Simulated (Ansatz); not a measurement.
# What DFT gives for TePb

```
CELL_PARAMETERS angstrom
0.00000 4.43944 0.00000
4.43944 0.00000 0.00000
2.21972 2.21972 -3.45502
ATOMIC_POSITIONS crystal
Pb 0.00000 0.00000 0.00000
Te 0.42800 0.42800 0.14400
```

Level: wPBEh, no spin polarisation; 420 eV; 8×8×8 Γ-centred mesh; fermi-dirac occupations (width 0.0201 eV); Ansatz 0.2.0, fixed geometry.

(1) Is there a gap, and of what kind?

(2) Is it stable against the elements?

(3) Describe some of the short contacts.

(4) Give the Bader charges.

Origin: a known structure type with other elements, at an estimated volume, so it need not be a known compound. Caveats: no spin-orbit coupling, which can shift this gap by tenths of an eV; the exchange threshold is loose for a stress; the SCF threshold is loose for a stress.

## Answers

(1) The gap is 1.58 eV, indirect (the least direct gap found is 1.76 eV).

(2) -0.41 eV an atom against the elements' usual phases (free molecules for gases, crystals otherwise, with no correction for O₂ or N₂), so it is bound against them; other compounds may still compete. Relaxing would lower it.

(3) Pb–Te at 2.96 Å: least valence density 0.31 e/Å³ and ELF 0.41 there. Both are smooth PAW fields, read partly inside the augmentation spheres.

(4) Bader charges in e: Te -0.71, Pb +0.71. In the mean Pb gives up most and Te takes most, against the order of Pauling's electronegativities.
